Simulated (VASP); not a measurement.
# Ba (P6/mmm) in VASP: a series of runs

The runs below take Ba through single point, with LDA.

Everything below comes from runs of VASP 6.6.1. Logs are shortened: lines on timing, memory, paths and dates and some standing lists are left out, and cuts for length are marked.

**1. Starting point**

The structure is hexagonal, space group P6/mmm (No. 191). The conventional cell has a = 4.312 Å, b = 4.312 Å, c = 3.913 Å, α = 90.00°, β = 90.00°, γ = 120.00°. Around Ba (site symmetry 6/mmm) lie 8 Ba at 3.91 to 4.31 Å.

This isn't the form of Ba at room conditions, which is bcc.

**2. Single point, LDA**

Contents of INCAR:

```
SYSTEM = Ba
ADDGRID = .True.
ALGO = Normal
EDIFF = 1E-6
ENCUT = 450
GGA = CA
ISIF = 2
ISMEAR = -1
LASPH = .True.
LCHARG = .False.
LREAL = .False.
LWAVE = .False.
NBANDS = 11
NELM = 100
PREC = Accurate
SIGMA = 0.2
```

Contents of KPOINTS:

```
k-points
0
Gamma
  4 4 4
  0 0 0
```

Contents of POSCAR:

```
Ba
1.0
    4.3116136979      0.0000000000      0.0000000000
   -2.1558068490      3.7339669937      0.0000000000
    0.0000000000      0.0000000000      3.9134133000
Ba
1
Direct
    0.0000000000      0.0000000000      0.0000000000
```

Potentials or basis: VASP PAW LDA potentials, release 64 (Ba_sv).

Launch:

```
$ cat potpaw_LDA.64/Ba_sv/POTCAR > POTCAR
$ mpirun -np 1 vasp_std > vasp.out
```

OUTCAR:

```text
SYSTEM = Ba
   EDIFF = 1E-6
   ENCUT = 450
   GGA = CA
   ISIF = 2
   ISMEAR = -1
   LASPH = .True.
   LREAL = .False.
   NELM = 100
   PREC = Accurate

 Found     12 irreducible k-points:

 Following reciprocal coordinates:
            Coordinates               Weight
  0.000000  0.000000  0.000000      1.000000
  0.250000  0.000000  0.000000      6.000000
  0.500000  0.000000  0.000000      3.000000
  0.250000  0.250000  0.000000      6.000000
  0.000000  0.000000  0.250000      2.000000
  0.250000  0.000000  0.250000     12.000000
   k-points           NKPTS =     12   k-points in BZ     NKDIM =     12   number of bands    NBANDS=     11
   number of dos      NEDOS =    301   number of ions     NIONS =      1
   total plane-waves  NPLWV =  25200
   dimension x,y,z NGX =    30 NGY =   30 NGZ =   28
   dimension x,y,z NGXF=    60 NGYF=   60 NGZF=   56
   ions per type =               1
   NGX,Y,Z   is equivalent  to a cutoff of  11.57, 11.57, 11.89 a.u.
   NGXF,Y,Z  is equivalent  to a cutoff of  23.13, 23.13, 23.79 a.u.
 SYSTEM =  Ba
   PREC   = accura    normal or accurate (medium, high low for compatibility)
   ISTART =      0    job   : 0-new  1-cont  2-samecut
   ICHARG =      2    charge: 1-file 2-atom 10-const
   ISPIN  =      1    spin polarized calculation?
   LNONCOLLINEAR =      F non collinear calculations
   LSORBIT =      F    spin-orbit coupling
   LASPH  =      T    aspherical Exc in radial PAW
   ENCUT  =  450.0 eV  33.07 Ry    5.75 a.u.   7.46  7.46  6.77*2*pi/ulx,y,z
   NELM   =    100;   NELMIN=  2; NELMDL= -5     # of ELM steps
   EDIFF  = 0.1E-05   stopping-criterion for ELM
   LREAL  =      F    real-space projection
   EDIFFG = 0.1E-04   stopping-criterion for IOM
   NSW    =      0    number of steps for IOM
   IBRION =     -1    ionic relax: 0-MD 1-quasi-New 2-CG
   NFREE  =      0    steps in history (QN), initial steepest desc. (CG)
   ISIF   =      2    stress and relaxation
   ISYM   =      2    0-nonsym 1-usesym 2-fastsym
   POTIM  = 0.5000    time-step for ionic-motion
   TEBEG  =    0.0;   TEEND  =   0.0 temperature during run
   PSTRESS=    0.0 pullay stress
   NELECT =      10.0000    total number of electrons
   NUPDOWN=      -1.0000    fix difference up-down
   EMIN   =  10.00;   EMAX   =-10.00  energy-range for DOS
   EFERMI =   0.00;   METHOD = LEGACY
   ISMEAR =    -1;   SIGMA  =   0.20  broadening in eV -4-tet -1-fermi 0-gaus
   EFERMI_NEDOS =   21; number of points for ismear=-14 and -15
   IALGO  =     38    algorithm
   IMIX   =      4    mixing-type and parameters
     AMIX     =   0.40;   BMIX     =  1.00
     AMIX_MAG =   1.60;   BMIX_MAG =  1.00
  volume/ion in A,a.u.               =      63.00       425.17
  Fermi-wavevector in a.u.,A,eV,Ry     =   0.886379  1.675014 10.689660  0.785668
  Thomas-Fermi vector in A             =   2.007537
   LORBIT       =      0    0 simple, 1 ext, 2 COOP (PROOUT), +10 PAW based schemes
   GGA     = CA    functional components
   LHFCALC =     F    Hartree Fock is set to
   AEXX    =    0.0000 exact exchange contribution
   IVDW    =     0    specifies the selected vdW correction
   LEPSILON=     F    determine dielectric tensor
   LRPA    =     F    only Hartree local field effects (RPA)
 non-spin polarized calculation
  energy-cutoff  :      450.00
  volume of cell :       63.00
 maximum number of plane-waves:      1382
 NGX is ok and might be reduce to    30
   NGX = 15   NGY = 15   NGZ = 13

 number of electron      10.0000000 magnetization

 Free energy of the ion-electron system (eV)
  ---------------------------------------------------
  ext. energy  EPLUGINS =         0.00000000
  ---------------------------------------------------
  free energy    TOTEN  =        -2.13172299 eV

  energy without entropy =       -1.87330293  energy(sigma->0) =       -2.00251296

 E-fermi :   1.3772     XC(G=0):  -7.5963

 val. band max:        1.2758948356   @ k =   0.2500   0.2500   0.2500
 cond. band min:       1.3989788070   @ k =   0.5000   0.0000   0.2500
 fundamental gap:      0.1230839714
 Fermi energy:         1.3772173345

 k-point     1 :       0.0000    0.0000    0.0000
  band No.  band energies     occupation
      1     -27.5265      2.00000
      2     -12.4767      2.00000
      3     -12.4767      2.00000
      4     -12.3562      2.00000
      5      -1.2701      2.00000
      6       1.4794      0.75003
      7       3.0970      0.00037
      8       3.0970      0.00037
      9       6.3044      0.00000
     10       6.3044      0.00000
     11       7.5314      0.00000

 k-point     2 :       0.2500    0.0000    0.0000
  band No.  band energies     occupation
      1     -27.5051      2.00000
      2     -12.7372      2.00000
      3     -12.5360      2.00000
      4     -12.3295      2.00000
      5      -0.3494      1.99964
      6       1.7507      0.26766
      7       2.2728      0.02246
      8       4.1333      0.00000
      9       5.0850      0.00000
     10       6.0800      0.00000
     11       8.2316      0.00000

 k-point     3 :       0.5000    0.0000    0.0000
  band No.  band energies     occupation
      1     -27.4836      2.00000
      2     -12.9789      2.00000
      3     -12.5939      2.00000
      4     -12.3025      2.00000
      5       0.4691      1.97889
      6       1.7720      0.24394
      7       2.4868      0.00776
      8       4.3767      0.00000
      9       5.8789      0.00000
     10       6.2032      0.00000
     11       7.3492      0.00000

 k-point     4 :       0.2500    0.2500    0.0000
  band No.  band energies     occupation
      1     -27.4836      2.00000
      2     -12.8869      2.00000
      3     -12.6954      2.00000
      4     -12.3025      2.00000
      5       0.9568      1.78218
      6       1.6867      0.35094
      7       2.1366      0.04389
      8       4.6564      0.00000
      9       5.3947      0.00000
     10       5.6278      0.00000
     11       6.8417      0.00000

 k-point     5 :       0.0000    0.0000    0.2500
  band No.  band energies     occupation
      1     -27.4932      2.00000
      2     -12.7671      2.00000
      3     -12.4389      2.00000
      4     -12.4389      2.00000
      5      -0.4821      1.99982
      6       2.3158      0.01816
      7       3.3626      0.00010
      8       3.3626      0.00010
      9       4.8810      0.00000
     10       4.8810      0.00000
     11       7.1437      0.00000

 k-point     6 :       0.2500    0.0000    0.2500
  band No.  band energies     occupation
      1     -27.4723      2.00000
      2     -12.7330      2.00000
      3     -12.6858      2.00000
      4     -12.4965      2.00000
      5       0.3444      1.98863
      6       2.1757      0.03625
      7       2.9639      0.00072
      8       3.8624      0.00001
      9       4.2025      0.00000
     10       4.7231      0.00000
     11       8.2561      0.00000

 [... further k-points ...]

------------------------ aborting loop because EDIFF is reached ----------------------------------------

  FORCE on cell =-STRESS in cart. coord.  units (eV):
  Direction    XX          YY          ZZ          XY          YZ          ZX
  --------------------------------------------------------------------------------------
  -------------------------------------------------------------------------------------
  Total       -0.5012899     -0.5012899     -0.2569722      0.0000000      0.0000000     -0.0000000
  in kB      -12.7477502    -12.7477502     -6.5347765      0.0000000      0.0000000     -0.0000000
  external PRESSURE =     -10.6767590 kB  Pullay stress =       0.0000000 kB

 VOLUME and BASIS-vectors are now :
 -----------------------------------------------------------------------------
  energy-cutoff  :      450.00
  volume of cell :       63.00
      direct lattice vectors                 reciprocal lattice vectors
     4.311613698  0.000000000  0.000000000     0.231931724  0.133905844  0.000000000
    -2.155806849  3.733966994  0.000000000     0.000000000  0.267811687  0.000000000
     0.000000000  0.000000000  3.913413300     0.000000000  0.000000000  0.255531405

 POSITION                                       TOTAL-FORCE (eV/Angst)
 -----------------------------------------------------------------------------------
      0.00000      0.00000      0.00000        -0.000000      0.000000      0.000000
 -----------------------------------------------------------------------------------
    total drift:                                0.000000      0.000000     -0.000000

  FREE ENERGIE OF THE ION-ELECTRON SYSTEM (eV)
  ---------------------------------------------------
  free  energy   TOTEN  =        -2.1317229938 eV

  energy  without entropy=       -1.8733029282  energy(sigma->0) =       -2.00251296
```

Wall time 5 s (1 thread of Intel Xeon 6975P-C (Granite Rapids), shared host); peak memory 0.22 GiB.

These settings aren't checked as converged: the numbers below hold their error.

Results:

| Item | Value |
| --- | --- |
| Free energy | -2.1317 eV |
| Pressure | -1.1 GPa |

Caveat: the k mesh is coarse (spacing up to 0.42 Å⁻¹), so the values aren't converged; the mesh shows a gap though the element is a metal.

**3. Single point, LDA**

INCAR is that of step 2.

KPOINTS is that of step 2.

Contents of POSCAR:

```
Ba
1.0
    4.3404360000      0.0427450000      0.0778240000
   -2.1332000000      3.6827230000     -0.0419260000
    0.0706370000     -0.0031590000      3.9204320000
Ba
1
Direct
    0.0107920000      0.0146870000     -0.0229320000
```

Potentials or basis: VASP PAW LDA potentials, release 64 (Ba_sv).

Launch:

```
$ cat potpaw_LDA.64/Ba_sv/POTCAR > POTCAR
$ mpirun -np 1 vasp_std > vasp.out
```

OUTCAR:

```text
SYSTEM = Ba
   EDIFF = 1E-6
   ENCUT = 450
   GGA = CA
   ISIF = 2
   ISMEAR = -1
   LASPH = .True.
   LREAL = .False.
   NELM = 100
   PREC = Accurate

 Found     36 irreducible k-points:

 Following reciprocal coordinates:
            Coordinates               Weight
  0.000000  0.000000  0.000000      1.000000
  0.250000 -0.000000  0.000000      2.000000
  0.500000 -0.000000  0.000000      1.000000
 -0.000000  0.250000  0.000000      2.000000
  0.250000  0.250000 -0.000000      2.000000
  0.500000  0.250000  0.000000      2.000000
   k-points           NKPTS =     36   k-points in BZ     NKDIM =     36   number of bands    NBANDS=     11
   number of dos      NEDOS =    301   number of ions     NIONS =      1
   total plane-waves  NPLWV =  25200
   dimension x,y,z NGX =    30 NGY =   30 NGZ =   28
   dimension x,y,z NGXF=    60 NGYF=   60 NGZF=   56
   ions per type =               1
   NGX,Y,Z   is equivalent  to a cutoff of  11.49, 11.72, 11.87 a.u.
   NGXF,Y,Z  is equivalent  to a cutoff of  22.98, 23.44, 23.74 a.u.
 SYSTEM =  Ba
   PREC   = accura    normal or accurate (medium, high low for compatibility)
   ISTART =      0    job   : 0-new  1-cont  2-samecut
   ICHARG =      2    charge: 1-file 2-atom 10-const
   ISPIN  =      1    spin polarized calculation?
   LNONCOLLINEAR =      F non collinear calculations
   LSORBIT =      F    spin-orbit coupling
   LASPH  =      T    aspherical Exc in radial PAW
   ENCUT  =  450.0 eV  33.07 Ry    5.75 a.u.   7.51  7.36  6.78*2*pi/ulx,y,z
   NELM   =    100;   NELMIN=  2; NELMDL= -5     # of ELM steps
   EDIFF  = 0.1E-05   stopping-criterion for ELM
   LREAL  =      F    real-space projection
   EDIFFG = 0.1E-04   stopping-criterion for IOM
   NSW    =      0    number of steps for IOM
   IBRION =     -1    ionic relax: 0-MD 1-quasi-New 2-CG
   NFREE  =      0    steps in history (QN), initial steepest desc. (CG)
   ISIF   =      2    stress and relaxation
   ISYM   =      2    0-nonsym 1-usesym 2-fastsym
   POTIM  = 0.5000    time-step for ionic-motion
   TEBEG  =    0.0;   TEEND  =   0.0 temperature during run
   PSTRESS=    0.0 pullay stress
   NELECT =      10.0000    total number of electrons
   NUPDOWN=      -1.0000    fix difference up-down
   EMIN   =  10.00;   EMAX   =-10.00  energy-range for DOS
   EFERMI =   0.00;   METHOD = LEGACY
   ISMEAR =    -1;   SIGMA  =   0.20  broadening in eV -4-tet -1-fermi 0-gaus
   EFERMI_NEDOS =   21; number of points for ismear=-14 and -15
   IALGO  =     38    algorithm
   IMIX   =      4    mixing-type and parameters
     AMIX     =   0.40;   BMIX     =  1.00
     AMIX_MAG =   1.60;   BMIX_MAG =  1.00
  volume/ion in A,a.u.               =      63.00       425.17
  Fermi-wavevector in a.u.,A,eV,Ry     =   0.886379  1.675014 10.689661  0.785668
  Thomas-Fermi vector in A             =   2.007537
   LORBIT       =      0    0 simple, 1 ext, 2 COOP (PROOUT), +10 PAW based schemes
   GGA     = CA    functional components
   LHFCALC =     F    Hartree Fock is set to
   AEXX    =    0.0000 exact exchange contribution
   IVDW    =     0    specifies the selected vdW correction
   LEPSILON=     F    determine dielectric tensor
   LRPA    =     F    only Hartree local field effects (RPA)
 non-spin polarized calculation
  energy-cutoff  :      450.00
  volume of cell :       63.00
 maximum number of plane-waves:      1380
   NGX = 15   NGY = 15   NGZ = 13

 number of electron      10.0000000 magnetization

 Free energy of the ion-electron system (eV)
  ---------------------------------------------------
  ext. energy  EPLUGINS =         0.00000000
  ---------------------------------------------------
  free energy    TOTEN  =        -2.13233156 eV

  energy without entropy =       -1.87372772  energy(sigma->0) =       -2.00302964

 E-fermi :   1.3771     XC(G=0):  -7.5964

 val. band max:        1.3034519560   @ k =  -0.2500   0.5000   0.2500
 cond. band min:       1.3830410578   @ k =   0.5000  -0.0000   0.2500
 fundamental gap:      0.0795891018
 Fermi energy:         1.3771289680

 k-point     1 :       0.0000    0.0000    0.0000
  band No.  band energies     occupation
      1     -27.5252      2.00000
      2     -12.4828      2.00000
      3     -12.4643      2.00000
      4     -12.3603      2.00000
      5      -1.2706      2.00000
      6       1.4863      0.73367
      7       2.9685      0.00070
      8       3.2415      0.00018
      9       6.2495      0.00000
     10       6.3183      0.00000
     11       7.5431      0.00000
[... 57 lines left out ...]
 k-point     6 :       0.5000    0.2500    0.0000
  band No.  band energies     occupation
      1     -27.4827      2.00000
      2     -12.8732      2.00000
      3     -12.6982      2.00000
      4     -12.3078      2.00000
      5       0.9371      1.80053
      6       1.7141      0.31293
      7       2.1331      0.04463
      8       4.6753      0.00000
      9       5.3620      0.00000
     10       5.6735      0.00000
     11       6.7436      0.00000

 [... further k-points ...]

------------------------ aborting loop because EDIFF is reached ----------------------------------------

  FORCE on cell =-STRESS in cart. coord.  units (eV):
  Direction    XX          YY          ZZ          XY          YZ          ZX
  --------------------------------------------------------------------------------------
  -------------------------------------------------------------------------------------
  Total       -0.5281100     -0.4566167     -0.2671214     -0.0499059     -0.0027770      0.0539029
  in kB      -13.4297828    -11.6117150     -6.7928706     -1.2691008     -0.0706194      1.3707440
  external PRESSURE =     -10.6114561 kB  Pullay stress =       0.0000000 kB

 VOLUME and BASIS-vectors are now :
 -----------------------------------------------------------------------------
  energy-cutoff  :      450.00
  volume of cell :       63.00
      direct lattice vectors                 reciprocal lattice vectors
     4.340436000  0.042745000  0.077824000     0.229156949  0.132692299 -0.004021951
    -2.133200000  3.682723000 -0.041926000    -0.002663728  0.269998278  0.000265553
     0.070637000 -0.003159000  3.920432000    -0.004577452  0.000253366  0.255156610

 POSITION                                       TOTAL-FORCE (eV/Angst)
 -----------------------------------------------------------------------------------
      0.08453      0.05146      3.83075        -0.000000     -0.000000      0.000000
 -----------------------------------------------------------------------------------
    total drift:                               -0.000000     -0.000000     -0.000000

  FREE ENERGIE OF THE ION-ELECTRON SYSTEM (eV)
  ---------------------------------------------------
  free  energy   TOTEN  =        -2.1323315559 eV

  energy  without entropy=       -1.8737277170  energy(sigma->0) =       -2.00302964
```

stdout:

```text
POSCAR found type information on POSCAR Ba
 POSCAR found :  1 types and       1 ions
 scaLAPACK will be used
 LDA part: xc-table for (Slater(with rela. corr.)+CA(PZ))
 , standard interpolation
 POSCAR, INCAR and KPOINTS ok, starting setup
 FFT: planning ... GRIDC
 FFT: planning ... GRID_SOFT
 FFT: planning ... GRID
 WAVECAR not read
 entering main loop
```

Wall time 7.9 s (1 thread of Intel Xeon 6975P-C (Granite Rapids), shared host); peak memory 0.23 GiB.

These settings aren't checked as converged: the numbers below hold their error.

Results:

| Property | Result |
| --- | --- |
| Free energy | -2.1323 eV |
| Pressure | -1.1 GPa |

Caveat: the k mesh is coarse (spacing up to 0.42 Å⁻¹), so the values aren't converged; the mesh shows a gap though the element is a metal.

**4. Single point, LDA**

INCAR, as its differences from that of step 3:

```diff
@@ -1,3 +1,3 @@
 SYSTEM = Ba
-ADDGRID = .True.
+ADDGRID = .False.
 ALGO = Normal
@@ -8,3 +8,3 @@
 ISMEAR = -1
-LASPH = .True.
+LASPH = .False.
 LCHARG = .False.
```

KPOINTS is that of step 3.

Contents of POSCAR:

```
Ba
1.0
    4.3116136979      0.0000000000      0.0000000000
   -2.1558068490      3.7339669937      0.0000000000
    0.0000000000      0.0000000000      3.9134133000
Ba
1
Direct
    0.0000000000      0.0000000000      0.0000000000
```

Launch:

```
$ cat potpaw_LDA.64/Ba_sv/POTCAR > POTCAR
$ mpirun -np 1 vasp_std > vasp.out
```

Wall time 2.7 s (1 thread of Intel Xeon 6975P-C (Granite Rapids), shared host); peak memory 0.14 GiB.

These settings aren't checked as converged: the numbers below hold their error.

Results:

```yaml
Free_energy: -2.1317 eV
Pressure: -1.1 GPa
```

Caveat: the k mesh is coarse (spacing up to 0.42 Å⁻¹), so the values aren't converged; the mesh shows a gap though the element is a metal.

(Continued in part 2 of 2.)
